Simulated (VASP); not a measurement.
Wanted: the native input for a VASP 6.6.1 run.

```
Task                   : single point
Functional             : r2SCAN
Potentials or basis    : VASP PAW PBE potentials, release 64 (Ta_pv, N)
Cutoff                 : 520 eV
k mesh                 : 7 × 7 × 7
Occupations            : gaussian, width 0.05 eV
Spin                   : collinear spin, random start
Starting moments       : [-0.13, 0.0] μB
Hubbard terms          : Ta d U = 3 eV
Further INCAR settings : ALGO = Normal; EDIFF = 1e-06; NBANDS = 19
```

The structure of TaN lies in POSCAR:

```
TaN
1.0
    0.0000000000      2.4911437700      2.4911437700
    2.4911437700      0.0000000000      2.4911437700
    2.4911437700      2.4911437700      0.0000000000
Ta N
1 1
Direct
    0.0000000000      0.0000000000      0.0000000000
    0.2500000000      0.2500000000      0.2500000000
```

The cell comes from a database or a generator and needn't be the stable form of this composition.

These files were run (other wordings do the same):

INCAR

```
SYSTEM = TaN
ALGO = Normal ; EDIFF = 1E-6
ENCUT = 520 ; ISIF = 2
ISMEAR = 0 ; ISPIN = 2
LASPH = .True. ; LCHARG = .True.
LDAU = .True. ; LDAUJ = 0 0
LDAUL = 2 -1 ; LDAUPRINT = 1
LDAUTYPE = 2 ; LDAUU = 3 0
LELF = .True. ; LMAXMIX = 4
LMIXTAU = .True. ; LORBIT = 11
LREAL = .False. ; LVHAR = .True.
LWAVE = .False. ; MAGMOM = -0.13 0
METAGGA = R2SCAN ; NBANDS = 19
NELM = 60 ; PREC = Accurate
SIGMA = 0.05
```

KPOINTS

```
k-points
0
Gamma
  7 7 7
  0 0 0
```

Potentials or basis: VASP PAW PBE potentials, release 64 (Ta_pv, N).

Launch:

```bash
$ cat potpaw_PBE.64/Ta_pv/POTCAR potpaw_PBE.64/N/POTCAR > POTCAR
$ mpirun -np 1 vasp_std > vasp.out
```

It gave:

The pressure is -24.3 GPa, the band gap on the k mesh is none (metal or under the smearing width) and the net moment is -0.06 μB per cell. The site moments are Ta -0.05; N +0.00 μB and the valence electrons inside the program's atomic spheres are Ta 8.55; N 3.73.

Caveat: the PAW data sets were made with another functional, which shifts forces and pressure a little.

It took 2 min on 1 thread of Intel(R) Xeon(R) Platinum 8375C CPU @ 2.90GHz (Ice Lake) (shared host), peak memory 0.19 GiB.
